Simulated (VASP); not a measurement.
**LiF (strained rocksalt): one PBE single-point calculation in two programs**

```xyz
2
Lattice="-0.0368 1.9979 1.9979 1.9979 -0.0368 1.9979 1.9979 1.9979 -0.0368" Properties=species:S:1:pos:R:3 pbc="T T T"
Li    0.0000    0.0000    0.0000
F     1.9795    1.9795    1.9795
```

The two codes use different PAW datasets and cutoffs. VASP's cell holds 10 valence electrons and Ansatz's 10. Ansatz's stress includes a Pulay correction; VASP's doesn't.

Cutoffs: 520 eV in VASP, 420 eV in Ansatz. k meshes: 10×10×10 and 10×10×10.

```json
{"": "gap between bands v and c", "VASP": "8.96 eV", "Ansatz": "8.96 eV"}
{"": "least direct gap", "VASP": "8.96 eV", "Ansatz": "8.96 eV"}
{"": "pressure", "VASP": "1.4 GPa", "Ansatz": "1.9 GPa"}
```

Band v is the last that the valence electrons fill when counted band by band, and c is the next. Levels in eV from the top of v, Ansatz:

| point | v−1 | v | c | c+1 |
| --- | --- | --- | --- | --- |
| Γ | -0.14 | 0.00 | 8.96 | 23.71 |
| X | -1.17 | -1.00 | 14.68 | 16.37 |
| K | -1.61 | -0.89 | 14.29 | 14.82 |
| L | -0.40 | -0.40 | 10.58 | 16.91 |
| W | -2.13 | -0.88 | 14.82 | 15.06 |

VASP:

```json
{"point": "Γ", "v−1": "-0.14", "v": "0.00", "c": "8.96", "c+1": "23.72"}
{"point": "X", "v−1": "-1.17", "v": "-1.00", "c": "14.67", "c+1": "16.34"}
{"point": "K", "v−1": "-1.61", "v": "-0.89", "c": "14.27", "c+1": "14.81"}
{"point": "L", "v−1": "-0.40", "v": "-0.40", "c": "10.56", "c+1": "16.91"}
{"point": "W", "v−1": "-2.14", "v": "-0.89", "c": "14.81", "c+1": "15.04"}
```
